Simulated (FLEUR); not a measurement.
# CdS (Hawleyite) under changes of volume

One of the cells (24.808 Å³/atom); the others are scaled copies at fixed shape and fractional positions:

```
Cd S
1.0
     0.00000    2.91650    2.91650
     2.91650    0.00000    2.91650
     2.91650    2.91650    0.00000
Cd S
1 1
Cartesian
  0.0000 0.0000 0.0000
  4.3748 4.3748 4.3748
```

| Quantity | Value |
| --- | --- |
| Program | FLEUR MaX-R8.1 (later development tree) |
| Functional | LDA |
| Potentials or basis | all-electron |
| Basis | FLAPW |
| Kmax | 5.33 1/bohr |
| k mesh | 8 × 8 × 8 |
| Occupations | fermi-dirac, width 0.05 eV |
| Spin | no spin polarisation |

| volume (Å³/atom) | energy over the lowest point (meV/atom) | gap on the mesh (eV) |
| --- | --- | --- |
| 23.319 | 2.54 | 0.99 |
| 23.815 | 0.00 | 0.95 |
| 24.808 | 7.71 | 0.86 |
| 25.800 | ? | ? |
| 26.296 | 44.70 | 0.74 |

What does the run at 25.800 Å³/atom give?

Energy over the lowest point 29.48 meV/atom; gap on the mesh 0.78 eV.

Worked out: A Birch-Murnaghan fit of order 2 (a polynomial in V^(-2/3)) to the other rows has its minimum at 23.84 Å³/atom with B0 = V·E''(V) = 67 GPa. It gives 29.40 meV/atom at 25.800 Å³/atom, against the run's 29.48. A straight line through the other rows of the gap, of slope -2.1 eV per unit of ln V (its deformation potential), gives 0.78 eV, against the run's 0.78.

Energies are extrapolated to zero smearing.

Spin-orbit coupling on Cd is left out.
